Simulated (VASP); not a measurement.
# Si (P6_3/mmc) in VASP: single point with PBE+D3(BJ)

Aim: the single point of Si with PBE+D3(BJ).

Everything below comes from runs of VASP 6.6.1. Logs are shortened: lines on timing, memory, paths and dates and some standing lists are left out, and cuts for length are marked.

### Step 1. The structure

The structure is hexagonal, space group P6_3/mmc (No. 194). Conventional cell: a = 2.666 Å, b = 2.666 Å, c = 4.506 Å, α = 90.00°, β = 90.00°, γ = 120.00°. Si (site symmetry -6m2) has 12 Si at 2.67 to 2.73 Å as nearest neighbours.

This isn't the form of Si at room conditions, which is diamond.

### Step 2. Single point, PBE+D3(BJ)

Input file INCAR:

```
SYSTEM = Si
  PREC = Accurate
  ENCUT = 520
  EDIFF = 1E-6
  ISMEAR = 0
  SIGMA = 0.15
  LREAL = .FALSE.
  LASPH = .TRUE.
  NELM = 100
  ALGO = Normal
  ISIF = 2
  LWAVE = .FALSE.
  LCHARG = .FALSE.
  GGA = PE
  IVDW = 12
  NBANDS = 11
```

Input file KPOINTS:

```
Automatic mesh
0
G
  21 21 10
  0 0 0
```

Input file POSCAR:

```
Si
1.0
    2.6655775094      0.0000000000      0.0000000000
   -1.3327887547      2.3084578389      0.0000000000
    0.0000000000      0.0000000000      4.5062692700
Si
2
Direct
    0.3333333333      0.6666666667      0.2500000000
    0.6666666667      0.3333333333      0.7500000000
```

Potentials or basis: VASP PAW PBE potentials, release 64 (Si).

On the command line:

```
> cat potpaw_PBE.64/Si/POTCAR > POTCAR
> mpirun -np 1 vasp_std > vasp.out
```

OUTCAR:

```text
SYSTEM = Si
   PREC = Accurate
   ENCUT = 520
   EDIFF = 1E-6
   ISMEAR = 0
   LREAL = .FALSE.
   LASPH = .TRUE.
   NELM = 100
   ISIF = 2
   GGA = PE
   IVDW = 12
 IVDW          = 12

 ion  position               nearest neighbor table
   1  0.333  0.667  0.250-   2 2.73   2 2.73   2 2.73   2 2.73   2 2.73   2 2.73
   2  0.667  0.333  0.750-   1 2.73   1 2.73   1 2.73   1 2.73   1 2.73   1 2.73

  LATTYP: Found a hexagonal cell.
 ALAT       =     2.6655775094
 C/A-ratio  =     1.6905414508

  Lattice vectors:

 A1 = (   2.6655775094,   0.0000000000,   0.0000000000)
 A2 = (  -1.3327887547,   2.3084578389,   0.0000000000)
 A3 = (   0.0000000000,   0.0000000000,   4.5062692700)

Analysis of symmetry for initial positions (statically):
=====================================================================
 Subroutine PRICEL returns:
 Original cell was already a primitive cell.

 Routine SETGRP: Setting up the symmetry group for a
 hexagonal supercell.

 Subroutine GETGRP returns: Found 24 space group operations
 (whereof 12 operations were pure point group operations)
 out of a pool of 24 trial point group operations.

The static configuration has the point symmetry D_3d.
 The point group associated with its full space group is D_6h.

Analysis of symmetry for dynamics (positions and initial velocities):
=====================================================================
 Subroutine PRICEL returns:
 Original cell was already a primitive cell.

 Routine SETGRP: Setting up the symmetry group for a
 hexagonal supercell.

 Subroutine GETGRP returns: Found 24 space group operations
 (whereof 12 operations were pure point group operations)
 out of a pool of 24 trial point group operations.

The dynamic configuration has the point symmetry D_3d.
 The point group associated with its full space group is D_6h.

 Subroutine INISYM returns: Found 24 space group operations
 (whereof 12 operations are pure point group operations),
 and found     1 'primitive' translations

----------------------------------------------------------------------------------------

                                     Primitive cell

  volume of cell :      27.7288

  direct lattice vectors                    reciprocal lattice vectors
     2.665577509  0.000000000  0.000000000     0.375153225  0.216594816  0.000000000
    -1.332788755  2.308457839  0.000000000     0.000000000  0.433189631  0.000000000
     0.000000000  0.000000000  4.506269270     0.000000000  0.000000000  0.221913059

  length of vectors
     2.665577509  2.665577509  4.506269270     0.433189631  0.433189631  0.221913059

  position of ions in fractional coordinates (direct lattice)
     0.333333333  0.666666667  0.250000000
     0.666666667  0.333333333  0.750000000

  ion indices of the primitive-cell ions
   primitive index   ion index
                 1           1
                 2           2

----------------------------------------------------------------------------------------

 KPOINTS: Automatic mesh

Automatic generation of k-mesh.
 Grid dimensions read from file:
 generate k-points for:   21   21   10

 Generating k-lattice:

  Cartesian coordinates                     Fractional coordinates (reciprocal lattice)
     0.017864439  0.010314039  0.000000000     0.047619048  0.000000000  0.000000000
     0.000000000  0.020628078  0.000000000     0.000000000  0.047619048  0.000000000
     0.000000000  0.000000000  0.022191306     0.000000000  0.000000000  0.100000000

  Length of vectors
     0.020628078  0.020628078  0.022191306

  Shift w.r.t. Gamma in fractional coordinates (k-lattice)
     0.000000000  0.000000000  0.000000000

 Subroutine IBZKPT returns following result:
 ===========================================

 Found    288 irreducible k-points:

 Following reciprocal coordinates:
            Coordinates               Weight
  0.000000  0.000000  0.000000      1.000000
  0.047619 -0.000000  0.000000      6.000000
  0.095238  0.000000  0.000000      6.000000
  0.142857 -0.000000  0.000000      6.000000
  0.190476  0.000000  0.000000      6.000000
  0.238095 -0.000000  0.000000      6.000000
[... 16 lines left out ...]
  0.142857  0.095238  0.000000     12.000000
  0.190476  0.095238  0.000000     12.000000
 [... further k-points ...]
   k-points           NKPTS =    288   k-points in BZ     NKDIM =    288   number of bands    NBANDS=     11
   number of dos      NEDOS =    301   number of ions     NIONS =      2
   total plane-waves  NPLWV =  14400
   dimension x,y,z NGX =    20 NGY =   20 NGZ =   36
   dimension x,y,z NGXF=    40 NGYF=   40 NGZF=   72
   ions per type =               2
   NGX,Y,Z   is equivalent  to a cutoff of  12.47, 12.47, 13.28 a.u.
   NGXF,Y,Z  is equivalent  to a cutoff of  24.95, 24.95, 26.56 a.u.
 SYSTEM =  Si
   PREC   = accura    normal or accurate (medium, high low for compatibility)
   ISTART =      0    job   : 0-new  1-cont  2-samecut
   ICHARG =      2    charge: 1-file 2-atom 10-const
   ISPIN  =      1    spin polarized calculation?
   LNONCOLLINEAR =      F non collinear calculations
   LSORBIT =      F    spin-orbit coupling
   LASPH  =      T    aspherical Exc in radial PAW
   ENCUT  =  520.0 eV  38.22 Ry    6.18 a.u.   4.96  4.96  8.38*2*pi/ulx,y,z
   NELM   =    100;   NELMIN=  2; NELMDL= -5     # of ELM steps
   EDIFF  = 0.1E-05   stopping-criterion for ELM
   LREAL  =      F    real-space projection
   EDIFFG = 0.1E-04   stopping-criterion for IOM
   NSW    =      0    number of steps for IOM
   IBRION =     -1    ionic relax: 0-MD 1-quasi-New 2-CG
   NFREE  =      0    steps in history (QN), initial steepest desc. (CG)
   ISIF   =      2    stress and relaxation
   ISYM   =      2    0-nonsym 1-usesym 2-fastsym
   POTIM  = 0.5000    time-step for ionic-motion
   TEBEG  =    0.0;   TEEND  =   0.0 temperature during run
   PSTRESS=    0.0 pullay stress
   NELECT =       8.0000    total number of electrons
   NUPDOWN=      -1.0000    fix difference up-down
   EMIN   =  10.00;   EMAX   =-10.00  energy-range for DOS
   EFERMI =   0.00;   METHOD = LEGACY
   ISMEAR =     0;   SIGMA  =   0.15  broadening in eV -4-tet -1-fermi 0-gaus
   EFERMI_NEDOS =   21; number of points for ismear=-14 and -15
   IALGO  =     38    algorithm
   IMIX   =      4    mixing-type and parameters
     AMIX     =   0.40;   BMIX     =  1.00
     AMIX_MAG =   1.60;   BMIX_MAG =  1.00
  volume/ion in A,a.u.               =      13.86        93.56
  Fermi-wavevector in a.u.,A,eV,Ry     =   1.081753  2.044216 15.921389  1.170189
  Thomas-Fermi vector in A             =   2.217777
   LORBIT       =      0    0 simple, 1 ext, 2 COOP (PROOUT), +10 PAW based schemes
   GGA     = PE    functional components
   LHFCALC =     F    Hartree Fock is set to
   AEXX    =    0.0000 exact exchange contribution
   IVDW    =    12    specifies the selected vdW correction
   LEPSILON=     F    determine dielectric tensor
   LRPA    =     F    only Hartree local field effects (RPA)
 non-spin polarized calculation
 Gauss-broadening in eV      SIGMA  =   0.15
  energy-cutoff  :      520.00
  volume of cell :       27.73
 maximum number of plane-waves:       771
 NGX is ok and might be reduce to    20
   NGX =  9   NGY =  9   NGZ = 17

 number of electron       8.0000001 magnetization

 Free energy of the ion-electron system (eV)
  ---------------------------------------------------
  ext. energy  EPLUGINS =         0.00000000
  ---------------------------------------------------
  free energy    TOTEN  =        -9.82833148 eV

  energy without entropy =       -9.81981709  energy(sigma->0) =       -9.82407428

 E-fermi :  10.7409     XC(G=0): -11.3682

 val. band max:       10.7372704826   @ k =   0.3810   0.1429   0.1000
 cond. band min:      10.7444160253   @ k =   0.3333   0.2381   0.3000
 fundamental gap:      0.0071455426
 Fermi energy:        10.7409314684

 k-point     1 :       0.0000    0.0000    0.0000
  band No.  band energies     occupation
      1      -4.1151      2.00000
      2       2.5089      2.00000
      3       3.3627      2.00000
      4      19.8098      0.00000
      5      19.8098      0.00000
      6      21.0743      0.00000
      7      21.0743      0.00000
      8      21.6392      0.00000
      9      21.8053      0.00000
     10      24.2221      0.00000
     11      24.9870      0.00000

 k-point     2 :       0.0476   -0.0000    0.0000
  band No.  band energies     occupation
      1      -4.0532      2.00000
      2       2.5700      2.00000
      3       3.4211      2.00000
      4      18.7353      0.00000
      5      19.2177      0.00000
      6      20.7969      0.00000
      7      21.6205      0.00000
      8      21.7201      0.00000
      9      22.4036      0.00000
     10      23.9099      0.00000
     11      24.3612      0.00000

 k-point     3 :       0.0952    0.0000    0.0000
  band No.  band energies     occupation
      1      -3.8677      2.00000
      2       2.7528      2.00000
      3       3.5964      2.00000
      4      16.8938      0.00000
      5      18.3354      0.00000
      6      20.2252      0.00000
      7      21.4926      0.00000
      8      22.2760      0.00000
      9      22.5128      0.00000
     10      23.0715      0.00000
     11      23.9239      0.00000

 k-point     4 :       0.1429   -0.0000    0.0000
  band No.  band energies     occupation
      1      -3.5589      2.00000
      2       3.0569      2.00000
      3       3.8882      2.00000
      4      14.9498      0.00000
      5      17.5045      0.00000
      6      19.5533      0.00000
      7      20.5934      0.00000
      8      20.9460      0.00000
      9      22.2872      0.00000
     10      23.4534      0.00000
     11      23.6615      0.00000

 k-point     5 :       0.1905    0.0000    0.0000
  band No.  band energies     occupation
      1      -3.1274      2.00000
      2       3.4810      2.00000
      3       4.2962      2.00000
      4      13.0275      0.00000
      5      16.7648      0.00000
      6      18.7284      0.00000
      7      19.0298      0.00000
      8      19.6973      0.00000
      9      21.7033      0.00000
     10      23.2695      0.00000
     11      23.6787      0.00000
[... 211 lines left out ...]
 k-point    21 :       0.4762    0.0476    0.0000
  band No.  band energies     occupation
      1       2.3706      2.00000
      2       2.9308      2.00000
      3       8.8863      2.00000
      4       9.1236      2.00000
      5       9.3481      2.00000
      6      10.6794      1.43837
      7      13.5469      0.00000
      8      17.7071      0.00000
      9      19.0607      0.00000
     10      21.0098      0.00000
     11      23.6385      0.00000

 k-point    22 :       0.0952    0.0952    0.0000
  band No.  band energies     occupation
      1      -3.3738      2.00000
      2       3.2389      2.00000
      3       4.0631      2.00000
      4      14.8994      0.00000
      5      15.3288      0.00000
      6      20.4167      0.00000
      7      20.5903      0.00000
      8      20.6295      0.00000
      9      21.9438      0.00000
     10      22.7203      0.00000
     11      23.5385      0.00000

 k-point    23 :       0.1429    0.0952    0.0000
  band No.  band energies     occupation
      1      -2.9427      2.00000
      2       3.6621      2.00000
      3       4.4709      2.00000
      4      13.1624      0.00000
      5      14.3891      0.00000
      6      18.9198      0.00000
      7      19.5338      0.00000
      8      19.8809      0.00000
      9      21.5248      0.00000
     10      22.3347      0.00000
     11      23.7074      0.00000

 k-point    24 :       0.1905    0.0952    0.0000
  band No.  band energies     occupation
      1      -2.3899      2.00000
      2       4.2033      2.00000
      3       4.9940      2.00000
      4      11.3282      0.00000
      5      13.7034      0.00000
      6      17.2685      0.00000
      7      18.0932      0.00000
      8      19.3093      0.00000
      9      20.9680      0.00000
     10      21.4336      0.00000
     11      24.0253      0.00000

 [... further k-points ...]

------------------------ aborting loop because EDIFF is reached ----------------------------------------

 Edisp (eV)   -0.89567

 E8    (eV) :    -0.3662

  FORCE on cell =-STRESS in cart. coord.  units (eV):
  Direction    XX          YY          ZZ          XY          YZ          ZX
  --------------------------------------------------------------------------------------
  -------------------------------------------------------------------------------------
  Total      -0.42292    -0.42292    -0.31652     0.00000     0.00000    -0.00000
  in kB     -24.43655   -24.43655   -18.28850     0.00000     0.00000    -0.00000
  external pressure =      -22.39 kB  Pullay stress =        0.00 kB

 VOLUME and BASIS-vectors are now :
 -----------------------------------------------------------------------------
  energy-cutoff  :      520.00
  volume of cell :       27.73
      direct lattice vectors                 reciprocal lattice vectors
     2.665577509  0.000000000  0.000000000     0.375153225  0.216594816  0.000000000
    -1.332788755  2.308457839  0.000000000     0.000000000  0.433189631  0.000000000
     0.000000000  0.000000000  4.506269270     0.000000000  0.000000000  0.221913059

 POSITION                                       TOTAL-FORCE (eV/Angst)
 -----------------------------------------------------------------------------------
     -0.00000      1.53897      1.12657        -0.000000      0.000000      0.000000
      1.33279      0.76949      3.37970         0.000000      0.000000      0.000000
 -----------------------------------------------------------------------------------
    total drift:                               -0.000000      0.000000     -0.000000

  FREE ENERGIE OF THE ION-ELECTRON SYSTEM (eV)
  ---------------------------------------------------
  free  energy   TOTEN  =       -10.7240050234 eV

  energy  without entropy=      -10.7154906299  energy(sigma->0) =      -10.71974783
```

Wall time 48 s (1 thread of AMD EPYC 7R13 (Zen 3), shared host); peak memory 0.17 GiB.

What came out:

```
Free energy                : -10.7240 eV
Pressure                   : -2.2 GPa
Band gap on the k mesh     : none (metal or under the smearing width)
Dispersion energy per atom : -0.448 eV
```

Caveat: pairwise dispersion overbinds metals, which lowers pressure and volume.
